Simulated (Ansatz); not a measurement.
## A series in volume scale on Cd

All results are calculated (Ansatz 0.2.0). Periodic Kohn-Sham DFT of a crystal at fixed atoms, scaled to volume_scale times the given cell; pressure positive in compression, energy less spherical unpolarised free atoms, largest_vzz the field gradient of largest size among the nuclei.

The cell before it is scaled or strained (space group P6_3/mmc, No. 194):
```
CELL_PARAMETERS angstrom
2.97890 0.00000 0.00000
-1.48940 2.57980 0.00000
0.00000 0.00000 5.61770
ATOMIC_POSITIONS crystal
Cd 0.33333 0.66667 0.25000
Cd 0.66667 0.33333 0.75000
```

Settings of every row: method all-electron LAPW; functional PBEsol; relativity scalar; k mesh 14x14x7; filling fermi-dirac; smearing width 0.05 eV; basis error target 0.25 meV/atom; nucleus gaussian.

Atom start moment: 0 on all atoms.

| row | volume scale | V (Å³/atom) | pressure (GPa) | energy less free atoms (eV/atom) |
| --- | --- | --- | --- | --- |
| 1 | 0.94 | 20.291 | 2.518 | -1.1855 |
| 2 | 0.95 | 20.507 | 1.737 | -1.1884 |
| 3 | 0.96 | 20.722 | 1.008 | -1.1902 |
| 4 | 0.98 | 21.154 | -0.307 | -1.1911 |
| 5 | 0.99 | 21.37 | -0.898 | -1.1903 |
| 6 | 1 | 21.585 | -1.447 | -1.1887 |
| 7 | 1.01 | 21.801 | -1.957 | -1.1864 |
| 8 | 1.02 | 22.017 | -2.429 | -1.1835 |
| 9 | 1.04 | 22.449 | -3.267 | -1.1757 |
| 10 | 1.05 | 22.665 | -3.637 | -1.1711 |
| 11 | 1.06 | 22.881 | ? | ? |

Question: what pressure and energy less free atoms should row 11 give?

Worked fit of pressure. Take u = (V_r/V)^(2/3) − 1 with V_r = 21.477 Å³ an atom, which is twice the finite (Eulerian) strain; such expansions in the strain, on which the Birch-Murnaghan equation of state is built, carry the rest volume and the bulk modulus. The shown rows have u = 0.0386, 0.03129, 0.02414, 0.01015, 0.00334, -0.00334, -0.00993, -0.01642, -0.02908, -0.03526. Least squares give pressure = −1.1765 + 82.123 × u + 351.13 × u² GPa; a straight line predicts inner rows, each left out in turn, worse (root mean square 0.17 against 0.0013 GPa). The rows lie off it by 0.001, 0.000, -0.003, 0.000, 0.000, 0.000, 0.000, 0.001, 0.001, -0.001. The pressure vanishes at u = 0.0135, or V = 21.05 Å³ an atom, and there the bulk modulus at fixed shape and fractions is B = −V dP/dV = (2/3)(1 + u) dP/du = 61.9 GPa. Letting shape and atoms relax would as a rule lower it, by much in layered, chain or molecular crystals. The withheld row has u = -0.04134, so the fit gives −1.1765 + 82.123 × (-0.04134) + 351.13 × (-0.04134)² = -3.971 GPa.

The calculation gave -3.978 GPa. The fit lies 0.007 GPa (0.11 % of the column's range) above it; its largest miss of a shown row is 0.003 GPa. This row lies beyond the range of the fit.

Worked fit of energy less free atoms. Take u = (V_r/V)^(2/3) − 1 with V_r = 21.477 Å³ an atom, which is twice the finite (Eulerian) strain; such expansions in the strain, on which the Birch-Murnaghan equation of state is built, carry the rest volume and the bulk modulus. The shown rows have u = 0.0386, 0.03129, 0.02414, 0.01015, 0.00334, -0.00334, -0.00993, -0.01642, -0.02908, -0.03526. Least squares give energy less free atoms = −1.18959 − 0.2366 × u + 8.512 × u² + 9.3 × u³ eV/atom; a parabola predicts inner rows, each left out in turn, worse (root mean square 9.5e-05 against 3.8e-05 eV/atom). All shown rows lie on it to the printed digit. Its lowest point lies at u = 0.0136, or V = 21.05 Å³ an atom, and the curvature there gives the bulk modulus at fixed shape and fractions, B = (4/9)(1 + u)² E″(u)/V = 61.8 GPa. Letting shape and atoms relax would as a rule lower it, by much in layered, chain or molecular crystals. The withheld row has u = -0.04134, so the fit gives −1.18959 − 0.2366 × (-0.04134) + 8.512 × (-0.04134)² + 9.3 × (-0.04134)³ = -1.1659 eV/atom.

The calculation gave -1.166 eV/atom. The fit lies 0.0001 eV/atom (0.4 % of the column's range) above it, one unit of the last digit. This row lies beyond the range of the fit.
